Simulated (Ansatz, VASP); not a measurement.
**As: VASP beside Ansatz**

```xyz
2
Lattice="3.5034 0.0000 0.0000 -1.7517 3.0340 0.0000 0.0000 0.0000 26.4156" Properties=species:S:1:pos:R:3 pbc="T T T"
As    0.0000    2.0227    8.4603
As    1.7517    1.0113    9.8475
```

Change from the starting cell: hydrostatic strain -2.0%.

Alike in both runs: task single point; functional PBE; k mesh 12 × 12 × 1; occupations fermi-dirac, width 0.02 eV; no spin polarisation.

```csv
,VASP,Ansatz
version,VASP 6.6.1,Ansatz 0.2.0
potentials or method,"VASP PAW PBE potentials, release 64 (As)","plane waves, PAW"
plane-wave cutoff (eV),520,420
valence electrons in the cell,10,30
```

|  | VASP | Ansatz | Ansatz less VASP |
| --- | --- | --- | --- |
| gap on the k mesh at the Fermi level (eV) | 1.47 | 1.47 | -0.004 |
| rms of the force components (eV/Å) | 0.318 | 0.254 | -0.0635 |

Atom by atom the forces differ by 0.063 eV/Å (rms over components). The two sets of potentials don't hold the same shells in valence.
